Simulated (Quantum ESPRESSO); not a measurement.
# C (P6_3/mmc) in Quantum ESPRESSO: settings compared, part 2 of 2

Quantum ESPRESSO 7.5. Earlier steps stand in the parts before.

## 3. Band structure, PBEsol

The COD entry that gives the cell may itself be a prediction, so a difference from it is no test against experiment.

pw.in reads:

```
&CONTROL
  calculation = 'scf'
  prefix = 'pwscf'
  outdir = './tmp'
  pseudo_dir = './pseudo'
  tprnfor = .true.
  tstress = .true.
  disk_io = 'low'
/
&SYSTEM
  ibrav = 0
  celldm(1) = 8
  nat = 8
  ntyp = 1
  ecutwfc = 45
  ecutrho = 360
  nbnd = 24
  occupations = 'smearing'
  smearing = 'fd'
  degauss = 0.00367493
/
&ELECTRONS
  conv_thr = 1.6d-09
  electron_maxstep = 120
  mixing_beta = 0.5
/
ATOMIC_SPECIES
C     12.0110 c_pbesol_v1.2.uspp.F.UPF
CELL_PARAMETERS alat
  0.5957597823648   0.0000000000000   0.0000000000000
 -0.2978798911824   0.5159431060846   0.0000000000000
  0.0000000000000   0.0000000000000   1.9457328826444
ATOMIC_POSITIONS crystal
C      0.6666666667    0.3333333333    0.8437500000
C      0.3333333333    0.6666666667    0.3437500000
C      0.6666666667    0.3333333333    0.6562500000
C      0.3333333333    0.6666666667    0.1562500000
C      0.0000000000    0.0000000000    0.9062500000
C      0.0000000000    0.0000000000    0.4062500000
C      0.0000000000    0.0000000000    0.5937500000
C      0.0000000000    0.0000000000    0.0937500000
K_POINTS automatic
12 12 4 0 0 0
```

bands.in reads:

```
&CONTROL
  calculation = 'bands'
  prefix = 'pwscf'
  outdir = './tmp'
  pseudo_dir = './pseudo'
  disk_io = 'low'
  verbosity = 'high'
/
&SYSTEM
  ibrav = 0
  celldm(1) = 8
  nat = 8
  ntyp = 1
  ecutwfc = 45
  ecutrho = 360
  nbnd = 24
  occupations = 'smearing'
  smearing = 'fd'
  degauss = 0.00367493
/
&ELECTRONS
  conv_thr = 1d-08
  electron_maxstep = 120
  mixing_beta = 0.5
  diago_full_acc = .true.
  startingwfc = 'random'
/
ATOMIC_SPECIES
C     12.0110 c_pbesol_v1.2.uspp.F.UPF
CELL_PARAMETERS alat
  0.5957597823648   0.0000000000000   0.0000000000000
 -0.2978798911824   0.5159431060846   0.0000000000000
  0.0000000000000   0.0000000000000   1.9457328826444
ATOMIC_POSITIONS crystal
C      0.6666666667    0.3333333333    0.8437500000
C      0.3333333333    0.6666666667    0.3437500000
C      0.6666666667    0.3333333333    0.6562500000
C      0.3333333333    0.6666666667    0.1562500000
C      0.0000000000    0.0000000000    0.9062500000
C      0.0000000000    0.0000000000    0.4062500000
C      0.0000000000    0.0000000000    0.5937500000
C      0.0000000000    0.0000000000    0.0937500000
K_POINTS crystal
60
 0.0000000000  0.0000000000  0.0000000000 1
 0.0555555556  0.0000000000  0.0000000000 1
 0.1111111111  0.0000000000  0.0000000000 1
 0.1666666667  0.0000000000  0.0000000000 1
 0.2222222222  0.0000000000  0.0000000000 1
 0.2777777778  0.0000000000  0.0000000000 1
 0.3333333333  0.0000000000  0.0000000000 1
 0.3888888889  0.0000000000  0.0000000000 1
 0.4444444444  0.0000000000  0.0000000000 1
 0.5000000000  0.0000000000  0.0000000000 1
 0.4666666667  0.0666666667  0.0000000000 1
 0.4333333333  0.1333333333  0.0000000000 1
 0.4000000000  0.2000000000  0.0000000000 1
 0.3666666667  0.2666666667  0.0000000000 1
 0.3333333333  0.3333333333  0.0000000000 1
 0.3000000000  0.3000000000  0.0000000000 1
 0.2666666667  0.2666666667  0.0000000000 1
 0.2333333333  0.2333333333  0.0000000000 1
 0.2000000000  0.2000000000  0.0000000000 1
 0.1666666667  0.1666666667  0.0000000000 1
 0.1333333333  0.1333333333  0.0000000000 1
 0.1000000000  0.1000000000  0.0000000000 1
 0.0666666667  0.0666666667  0.0000000000 1
 0.0333333333  0.0333333333  0.0000000000 1
 0.0000000000  0.0000000000  0.0000000000 1
 0.0000000000  0.0000000000  0.2500000000 1
 0.0000000000  0.0000000000  0.5000000000 1
 0.0555555556  0.0000000000  0.5000000000 1
 0.1111111111  0.0000000000  0.5000000000 1
 0.1666666667  0.0000000000  0.5000000000 1
 0.2222222222  0.0000000000  0.5000000000 1
 0.2777777778  0.0000000000  0.5000000000 1
 0.3333333333  0.0000000000  0.5000000000 1
 0.3888888889  0.0000000000  0.5000000000 1
 0.4444444444  0.0000000000  0.5000000000 1
 0.5000000000  0.0000000000  0.5000000000 1
 0.4666666667  0.0666666667  0.5000000000 1
 0.4333333333  0.1333333333  0.5000000000 1
 0.4000000000  0.2000000000  0.5000000000 1
 0.3666666667  0.2666666667  0.5000000000 1
 0.3333333333  0.3333333333  0.5000000000 1
 0.3076923077  0.3076923077  0.5000000000 1
 0.2820512821  0.2820512821  0.5000000000 1
 0.2564102564  0.2564102564  0.5000000000 1
 0.2307692308  0.2307692308  0.5000000000 1
 0.2051282051  0.2051282051  0.5000000000 1
 0.1794871795  0.1794871795  0.5000000000 1
 0.1538461538  0.1538461538  0.5000000000 1
 0.1282051282  0.1282051282  0.5000000000 1
 0.1025641026  0.1025641026  0.5000000000 1
 0.0769230769  0.0769230769  0.5000000000 1
 0.0512820513  0.0512820513  0.5000000000 1
 0.0256410256  0.0256410256  0.5000000000 1
 0.0000000000  0.0000000000  0.5000000000 1
 0.5000000000  0.0000000000  0.5000000000 1
 0.5000000000  0.0000000000  0.2500000000 1
 0.5000000000  0.0000000000  0.0000000000 1
 0.3333333333  0.3333333333  0.0000000000 1
 0.3333333333  0.3333333333  0.2500000000 1
 0.3333333333  0.3333333333  0.5000000000 1
```

Potentials or basis: GBRV 1.5 PBEsol.

The run is started by

```
> OMP_NUM_THREADS=1 mpirun -n 2 pw.x -nk 2 -in pw.in > pw.out
> OMP_NUM_THREADS=1 mpirun -n 2 pw.x -nk 2 -in bands.in > bands.out
```

pw.out:

```text
This program is part of the open-source Quantum ESPRESSO suite
     for quantum simulation of materials; please cite
[... 13 lines left out ...]
     --------------------
     sticks:   dense  smooth     PW     G-vecs:    dense   smooth      PW
     Sum         559     283     85                35297    12529    2269

     Using Slab Decomposition

     bravais-lattice index     =            0
     lattice parameter (alat)  =       8.0000  a.u.
     unit-cell volume          =     306.2148 (a.u.)^3
     number of atoms/cell      =            8
     number of atomic types    =            1
     number of electrons       =        32.00
     number of Kohn-Sham states=           24
     kinetic-energy cutoff     =      45.0000  Ry
     charge density cutoff     =     360.0000  Ry
[... 513 lines left out ...]
     4.0250   4.0250   4.8502   4.8502   8.0805   8.0805   8.3312   8.3312
    18.5206  18.5206  23.1964  23.1964  24.4386  24.4386  25.1900  25.1900

     the Fermi energy is    15.3662 ev

!    total energy              =     -91.78360343 Ry
     estimated scf accuracy    <          1.1E-09 Ry
     smearing contrib. (-TS)   =       0.00000000 Ry
     internal energy E=F+TS    =     -91.78360343 Ry

     The total energy is F=E-TS. E is the sum of the following terms:
     one-electron contribution =      32.06639149 Ry
     hartree contribution      =       7.65983602 Ry
     xc contribution           =     -29.28715378 Ry
     ewald contribution        =    -102.22267716 Ry

     convergence has been achieved in   8 iterations

     Forces acting on atoms (cartesian axes, Ry/au):

     atom    1 type  1   force =    -0.00000000    0.00000000    0.01267848
     atom    2 type  1   force =    -0.00000000   -0.00000000    0.01267848
     atom    3 type  1   force =     0.00000000    0.00000000   -0.01267848
     atom    4 type  1   force =     0.00000000   -0.00000000   -0.01267848
     atom    5 type  1   force =     0.00000000    0.00000000    0.01281146
     atom    6 type  1   force =    -0.00000000   -0.00000000    0.01281146
     atom    7 type  1   force =    -0.00000000    0.00000000   -0.01281146
     atom    8 type  1   force =     0.00000000   -0.00000000   -0.01281146

     Total force =     0.036049     Total SCF correction =     0.000077

     Computing stress (Cartesian axis) and pressure

          total   stress  (Ry/bohr**3)                   (kbar)     P=      -41.78
  -0.00056593   0.00000000   0.00000000          -83.25        0.00        0.00
   0.00000000  -0.00056593   0.00000000            0.00      -83.25        0.00
  -0.00000000  -0.00000000   0.00027989           -0.00       -0.00       41.17

=------------------------------------------------------------------------------=
   JOB DONE.
=------------------------------------------------------------------------------=
```

Wall time 37 s (2 MPI ranks of Intel Xeon Platinum 8375C at 2.90GHz (Ice Lake), shared host); peak memory 0.18 GiB.

What came out:

```
Free energy             : -1248.7795 eV
Pressure                : -4.2 GPa
Largest force           : 0.329 eV/Å
Band gap on the k mesh  : 4.28 eV, indirect (least direct gap 5.13 eV)
Band gap along the path : 4.29 eV, indirect (least direct gap 5.13 eV)
```

Forces in eV/Å, atoms in the order of the input:
```
C    0.000  0.000  0.326
C    0.000  0.000  0.326
C    0.000  0.000 -0.326
C    0.000  0.000 -0.326
C    0.000  0.000  0.329
C    0.000  0.000  0.329
C    0.000  0.000 -0.329
C    0.000  0.000 -0.329
```

Levels at the corners of the path, in eV from the valence-band top:
| point | band 14 | band 15 | band 16 | band 17 | band 18 | band 19 |
| --- | --- | --- | --- | --- | --- | --- |
| Γ | -0.23 | 0.00 | 0.00 | 5.13 | 5.13 | 5.65 |
| M | -4.56 | -3.73 | -2.94 | 4.32 | 5.47 | 5.74 |
| K | -5.71 | -5.71 | -4.05 | 6.09 | 6.09 | 7.84 |
| Γ | -0.23 | 0.00 | 0.00 | 5.13 | 5.13 | 5.65 |
| A | -0.68 | -0.68 | -0.68 | 5.92 | 5.92 | 5.92 |
| L | -4.76 | -3.68 | -3.68 | 4.68 | 4.68 | 6.96 |
| H | -5.39 | -5.14 | -5.14 | 5.05 | 5.05 | 9.73 |
| A | -0.68 | -0.68 | -0.68 | 5.92 | 5.92 | 5.92 |
| L | -4.76 | -3.68 | -3.68 | 4.68 | 4.68 | 6.96 |
| M | -4.56 | -3.73 | -2.94 | 4.32 | 5.47 | 5.74 |
| K | -5.71 | -5.71 | -4.05 | 6.09 | 6.09 | 7.84 |
| H | -5.39 | -5.14 | -5.14 | 5.05 | 5.05 | 9.73 |

## 4. Band structure, r2SCAN

Changes to pw.in since step 3:

```diff
@@ -14,5 +14,5 @@
   ntyp = 1
-  ecutwfc = 45
-  ecutrho = 360
+  ecutwfc = 88
   nbnd = 24
+  input_dft = 'r2scan'
   occupations = 'smearing'
@@ -20,5 +20,6 @@
   degauss = 0.00367493
+  nosym = .true.
 /
 &ELECTRONS
-  conv_thr = 1.6d-09
+  conv_thr = 1d-08
   electron_maxstep = 120
@@ -27,3 +28,3 @@
 ATOMIC_SPECIES
-C     12.0110 c_pbesol_v1.2.uspp.F.UPF
+C     12.0110 C_ONCV_PBE-1.2.upf
 CELL_PARAMETERS alat
@@ -42,2 +43,2 @@
 K_POINTS automatic
-12 12 4 0 0 0
+9 9 3 0 0 0
```

Changes to bands.in since step 3:

```diff
@@ -13,5 +13,5 @@
   ntyp = 1
-  ecutwfc = 45
-  ecutrho = 360
+  ecutwfc = 88
   nbnd = 24
+  input_dft = 'r2scan'
   occupations = 'smearing'
@@ -19,2 +19,3 @@
   degauss = 0.00367493
+  nosym = .true.
 /
@@ -28,3 +29,3 @@
 ATOMIC_SPECIES
-C     12.0110 c_pbesol_v1.2.uspp.F.UPF
+C     12.0110 C_ONCV_PBE-1.2.upf
 CELL_PARAMETERS alat
```

Potentials or basis: SG15 PBE 1.2.

The run is started by

```
> OMP_NUM_THREADS=1 mpirun -n 2 pw.x -nk 2 -in pw.in > pw.out
> OMP_NUM_THREADS=1 mpirun -n 2 pw.x -nk 2 -in bands.in > bands.out
```

pw.out:

```text
This program is part of the open-source Quantum ESPRESSO suite
     for quantum simulation of materials; please cite
         "P. Giannozzi et al., J. Phys.:Condens. Matter 21 395502 (2009);
         "P. Giannozzi et al., J. Phys.:Condens. Matter 29 465901 (2017);
         "P. Giannozzi et al., J. Chem. Phys. 152 154105 (2020);
     in publications or presentations arising from this work. More details at

     IMPORTANT: XC functional enforced from input :
     Exchange-correlation= R2SCAN
                           (   0   0   0   0   0 497 498)
     Any further DFT definition will be discarded
     Please, verify this is what you really want

     K-points division:     npool     =       2
     Subspace diagonalization in iterative solution of the eigenvalue problem:
     a serial algorithm will be used

     G-vector sticks info
     --------------------
     sticks:   dense  smooth     PW     G-vecs:    dense   smooth      PW
     Sum         559     559    169                34191    34191    6029

     Using Slab Decomposition

     bravais-lattice index     =            0
     lattice parameter (alat)  =       8.0000  a.u.
     unit-cell volume          =     306.2148 (a.u.)^3
     number of atoms/cell      =            8
     number of atomic types    =            1
     number of electrons       =        32.00
     number of Kohn-Sham states=           24
     kinetic-energy cutoff     =      88.0000  Ry
     charge density cutoff     =     352.0000  Ry
     scf convergence threshold =      1.0E-08
     mixing beta               =       0.5000
     number of iterations used =            8  plain     mixing
     Exchange-correlation= R2SCAN
                           (   0   0   0   0   0 497 498)

     celldm(1)=   8.000000  celldm(2)=   0.000000  celldm(3)=   0.000000
     celldm(4)=   0.000000  celldm(5)=   0.000000  celldm(6)=   0.000000

     crystal axes: (cart. coord. in units of alat)
               a(1) = (   0.595760   0.000000   0.000000 )
               a(2) = (  -0.297880   0.515943   0.000000 )
               a(3) = (   0.000000   0.000000   1.945733 )

     reciprocal axes: (cart. coord. in units 2 pi/alat)
               b(1) = (  1.678529  0.969099 -0.000000 )
               b(2) = (  0.000000  1.938198  0.000000 )
               b(3) = (  0.000000 -0.000000  0.513945 )

     PseudoPot. # 1 for C  read from file:
     C_ONCV_PBE-1.2.upf
     Pseudo is Norm-conserving, Zval =  4.0
     Generated using ONCVPSP code by D. R. Hamann
     Using radial grid of  602 points,  4 beta functions with:
                l(1) =   0
                l(2) =   0
                l(3) =   1
                l(4) =   1

     atomic species   valence    mass     pseudopotential
     C                 4.00    12.01100     C ( 1.00)

     No symmetry found

   Cartesian axes

     site n.     atom                  positions (alat units)
         1        C      tau(   1) = (   0.2978799   0.1719810   1.6417121  )
         2        C      tau(   2) = (  -0.0000000   0.3439621   0.6688457  )
         3        C      tau(   3) = (   0.2978799   0.1719810   1.2768872  )
         4        C      tau(   4) = (  -0.0000000   0.3439621   0.3040208  )
         5        C      tau(   5) = (   0.0000000   0.0000000   1.7633204  )
         6        C      tau(   6) = (   0.0000000   0.0000000   0.7904540  )
         7        C      tau(   7) = (   0.0000000   0.0000000   1.1552789  )
         8        C      tau(   8) = (   0.0000000   0.0000000   0.1824125  )

     number of k points=   122  Fermi-Dirac smearing, width (Ry)=  0.0037

     Number of k-points >= 100: set verbosity='high' to print them.

     Dense  grid:    34191 G-vectors     FFT dimensions: (  30,  30,  96)

     WARNING: libxc functional with ID  497 depends
      on external parameters: check the user_guide of
      QE if you need to modify them or to check their
      default values.

     WARNING: libxc functional with ID  498 depends
      on external parameters: check the user_guide of
      QE if you need to modify them or to check their
      default values.

     Initial potential from superposition of free atoms

     starting charge      31.9443, renormalised to      32.0000
     Starting wfcs are random

     Self-consistent Calculation

     iteration #  1     ecut=    88.00 Ry     beta= 0.50
     Davidson diagonalization with overlap
     ethr =  1.00E-02,  avg # of iterations = 10.1

     total energy              =     -90.90331668 Ry
     estimated scf accuracy    <       8.07729989 Ry

     iteration #  2     ecut=    88.00 Ry     beta= 0.50
     Davidson diagonalization with overlap
     ethr =  1.00E-02,  avg # of iterations =  1.0

     total energy              =     -90.98403898 Ry
     estimated scf accuracy    <       2.26089594 Ry

     iteration #  3     ecut=    88.00 Ry     beta= 0.50
     Davidson diagonalization with overlap
     ethr =  7.07E-03,  avg # of iterations =  1.0
[... 33 lines left out ...]
     total energy              =     -90.99548391 Ry
     estimated scf accuracy    <       0.00000129 Ry

     iteration #  8     ecut=    88.00 Ry     beta= 0.50
     Davidson diagonalization with overlap
     ethr =  4.02E-09,  avg # of iterations =  2.8

     total energy              =     -90.99548408 Ry
     estimated scf accuracy    <       0.00000004 Ry

     iteration #  9     ecut=    88.00 Ry     beta= 0.50
     Davidson diagonalization with overlap
     ethr =  1.31E-10,  avg # of iterations =  4.1

     End of self-consistent calculation

     Number of k-points >= 100: set verbosity='high' to print the bands.

     the Fermi energy is    15.4492 ev

!    total energy              =     -90.99548410 Ry
     estimated scf accuracy    <          9.4E-09 Ry
     smearing contrib. (-TS)   =       0.00000000 Ry
     internal energy E=F+TS    =     -90.99548410 Ry

     The total energy is F=E-TS. E is the sum of the following terms:
     one-electron contribution =      31.75454147 Ry
     hartree contribution      =       7.80980522 Ry
     xc contribution           =     -28.33715363 Ry
     ewald contribution        =    -102.22267716 Ry

     convergence has been achieved in   9 iterations

     Forces acting on atoms (cartesian axes, Ry/au):

     atom    1 type  1   force =    -0.00000030   -0.00000002    0.01231147
     atom    2 type  1   force =     0.00000029    0.00000067    0.01230870
     atom    3 type  1   force =    -0.00000054    0.00000032   -0.01231197
     atom    4 type  1   force =     0.00000011    0.00000024   -0.01230916
     atom    5 type  1   force =    -0.00000001    0.00000002    0.01442658
     atom    6 type  1   force =     0.00000055   -0.00000027    0.01442995
     atom    7 type  1   force =     0.00000027   -0.00000057   -0.01442670
     atom    8 type  1   force =    -0.00000037   -0.00000039   -0.01442888

     Total force =     0.037932     Total SCF correction =     0.000130

     Computing stress (Cartesian axis) and pressure

          total   stress  (Ry/bohr**3)                   (kbar)     P=      -17.99
  -0.00041874   0.00000000   0.00000000          -61.60        0.00        0.00
   0.00000000  -0.00041874  -0.00000001            0.00      -61.60       -0.00
   0.00000000  -0.00000001   0.00047058            0.00       -0.00       69.22

=------------------------------------------------------------------------------=
   JOB DONE.
=------------------------------------------------------------------------------=
```

Wall time 8.2 min (2 MPI ranks of Intel Xeon Platinum 8375C at 2.90GHz (Ice Lake), shared host); peak memory 0.36 GiB.

Results:

| Quantity | Value |
| --- | --- |
| Free energy | -1238.0566 eV |
| Pressure | -1.8 GPa |
| Largest force | 0.371 eV/Å |
| Band gap on the k mesh | 4.56 eV, indirect (least direct gap 5.42 eV) |
| Band gap along the path | 4.55 eV, indirect (least direct gap 5.42 eV) |

Forces on the atoms (eV/Å):
```
C    0.000  0.000  0.317
C    0.000  0.000  0.316
C    0.000  0.000 -0.317
C    0.000  0.000 -0.316
C    0.000  0.000  0.371
C    0.000  0.000  0.371
C    0.000  0.000 -0.371
C    0.000  0.000 -0.371
```

Stress tensor (GPa, compression positive):
```
-6.16  0.00  0.00
 0.00 -6.16  0.00
 0.00  0.00  6.92
```

Levels at the corners of the path, in eV from the valence-band top:
| point | band 13 | band 14 | band 15 | band 16 | band 17 | band 18 | band 19 | band 20 |
| --- | --- | --- | --- | --- | --- | --- | --- | --- |
| Γ | -1.86 | -0.23 | 0.00 | 0.00 | 5.42 | 5.42 | 5.98 | 7.36 |
| M | -5.31 | -4.85 | -3.93 | -3.12 | 4.60 | 5.73 | 6.14 | 6.26 |
| K | -7.51 | -5.98 | -5.97 | -4.29 | 6.67 | 6.67 | 8.13 | 8.78 |
| Γ | -1.86 | -0.23 | 0.00 | 0.00 | 5.42 | 5.42 | 5.98 | 7.36 |
| A | -0.72 | -0.72 | -0.72 | -0.72 | 6.26 | 6.26 | 6.27 | 6.27 |
| L | -5.02 | -5.02 | -3.89 | -3.89 | 4.98 | 4.98 | 7.43 | 7.43 |
| H | -5.70 | -5.70 | -5.40 | -5.40 | 5.50 | 5.50 | 10.14 | 10.14 |
| A | -0.72 | -0.72 | -0.72 | -0.72 | 6.26 | 6.26 | 6.27 | 6.27 |
| L | -5.02 | -5.02 | -3.89 | -3.89 | 4.98 | 4.98 | 7.43 | 7.43 |
| M | -5.31 | -4.85 | -3.93 | -3.12 | 4.60 | 5.73 | 6.14 | 6.26 |
| K | -7.51 | -5.98 | -5.97 | -4.29 | 6.67 | 6.67 | 8.13 | 8.78 |
| H | -5.70 | -5.70 | -5.40 | -5.40 | 5.50 | 5.50 | 10.14 | 10.14 |

Caveat: the potentials were made for another functional, which shifts forces and pressure; some levels on the path didn't converge.

## 5. The runs side by side

| level | potentials or basis | k mesh | cutoff (eV) | form of the LDA correlation | SCF threshold | symmetry | gap on the mesh (eV) | pressure (GPa) | largest force (eV/Å) |
| --- | --- | --- | --- | --- | --- | --- | --- | --- | --- |
| LDA | GBRV 1.5 LDA | 12 × 12 × 4 | 612 | PZ81 | 1.6e-09 Ry | - | 4.39 | -12.4 | 0.33 |
| PBEsol | GBRV 1.5 PBEsol | 12 × 12 × 4 | 612 | - | 1.6e-09 Ry | - | 4.28 | -4.2 | 0.33 |
| r2SCAN | SG15 PBE 1.2 | 9 × 9 × 3 | 1197 | - | 1e-08 Ry | off | 4.56 | -1.8 | 0.37 |

Alike in all rows: task band structure; no spin polarisation; cell as given; smearing fermi-dirac 0.05 eV.

Caveats: the potentials were made for another functional, which shifts forces and pressure (some runs); some levels on the path didn't converge (some runs).

Absolute energies hang on the potentials; compare differences alone.
